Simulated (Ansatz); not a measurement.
This AlNi structure is the end of a relaxation. It was relaxed at this level from a Materials Project cell.

These are results of DFT PBE, scalar-relativistic, plane waves, PAW (Ansatz), not measurements. Cutoff 420 eV, Γ-centred mesh, Gaussian smearing, no spin polarisation.

```
Al Ni
1.0
     2.89291    0.00000    0.00000
     0.00000    2.89291    0.00000
     0.00000    0.00000    2.89291
Al Ni
1 1
Direct
  0.00000 0.00000 0.00000
  0.50000 0.50000 0.50000
```

Energies over the elements count from the elements' standard structures at the same level, with no fitted energy shifts.

Q: Find its symmetry and describe it.

A: Pm-3m (No. 221), the caesium chloride type. Conventional cell: a = 2.893 Å. Around Al lie 8 Ni at 2.51 Å and 6 Al at 2.89 Å; Ni is surrounded by 8 Al at 2.51 Å and 6 Ni at 2.89 Å.

Q: What is its formation energy per atom?

A: −0.65 eV/atom. Whether it is stable depends on the other phases of the system, which aren't compared here.

Q: Is it a metal?

A: Yes, bands cross the Fermi level on the 20×20×18 mesh.

The last run used a 20×20×18 mesh (in the run's order of axes) for its 2-atom cell and Gaussian smearing of 0.10 eV. Trial moments died out on the coarse mesh, so the last step has no spin; another magnetic start might hold. A later test with randomly moved atoms came back to the same energy, though modes that don't fit the test's cell weren't probed.
